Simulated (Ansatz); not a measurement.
Relaxing HgS3

The calculation used DFT PBE, scalar-relativistic, plane waves, PAW in Ansatz 0.2.0. Cutoff 420 eV, Γ-centred k mesh, Gaussian smearing, no spin polarisation in the final step.

HgS3 was placed on the TiAl3 (D0_22) structure type (I4/mmm, No. 139), with Hg in place of Ti, S in place of Al, at a guessed volume.

```yaml
crystal:
  lattice:
    - [-2.14821, 2.14821, 4.79860]
    - [2.14821, -2.14821, 4.79860]
    - [2.14821, 2.14821, -4.79860]
  atoms:
    - { symbol: Hg, position: [0.00000, 0.00000, 0.00000] }
    - { symbol: S, position: [0.50000, 0.50000, 0.00000] }
    - { symbol: S, position: [0.25000, 0.75000, 0.50000] }
    - { symbol: S, position: [0.75000, 0.25000, 0.50000] }
```

Steps on the 6×6×6 mesh (4 atoms). 12 of 21 steps are shown, and the free energy counts from the last. Trial steps that were taken back and renewals of the plane-wave basis can be among the rows.

```
step  ΔF (meV/atom) V (Å³/atom) P (GPa)
   1          631.7        22.14    -7.38
   3          425.7        18.54     1.43
   5          278.3        18.50     2.91
   6          223.7        18.95     2.06
   8          142.2        19.59     1.69
  10           85.4        20.12     2.59
  12           36.8        21.32     2.19
  14           15.0        22.87     0.60
  16            7.3        23.67     0.33
  17            3.7        24.36     0.23
  19            0.7        25.82     0.04
  21            0.0        26.26     0.02
```

A final relaxation ran on a 18×18×18 mesh. The relaxed crystal, I4/mmm (No. 139):

```cif
data_structure
_symmetry_space_group_name_H-M 'I4/mmm'
_symmetry_Int_Tables_number 139
_cell_length_a 3.5397
_cell_length_b 3.5397
_cell_length_c 16.8493
_cell_angle_alpha 90.000
_cell_angle_beta 90.000
_cell_angle_gamma 90.000
_cell_volume 211.11
loop_
_atom_site_label
_atom_site_type_symbol
_atom_site_symmetry_multiplicity
_atom_site_Wyckoff_symbol
_atom_site_fract_x
_atom_site_fract_y
_atom_site_fract_z
_atom_site_occupancy
Hg1 Hg 2 a 0.00000 0.00000 0.00000 1
S1 S 2 b 0.50000 0.50000 0.00000 1
S2 S 4 d 0.50000 0.00000 0.25000 1
```

```yaml
Volume_per_atom: 26.4 Å³
Density: 4.7 g/cm³
Energy_over_the_elements: 0.37 eV/atom
Gap_on_the_18×18×18_mesh: 0 eV (a metal)
```

The zero of energy is the elements' standard structures at the same level; no fitted shifts are applied.

The final run used a 18×18×18 mesh on its 4-atom cell and 0.10 eV smearing. The k mesh leaves about 4 meV/atom of noise in metals. No dispersion correction is applied, so the spacing between layers, chains or molecules is poorly fixed, and with it the volume and density. Spin–orbit coupling is left out.

A structure relaxed within its symmetry needn't be a true minimum.

Cost: 3 runs of about 6.1 core-minutes in all, on Intel Xeon Platinum 8488C (Sapphire Rapids) (shared hosts).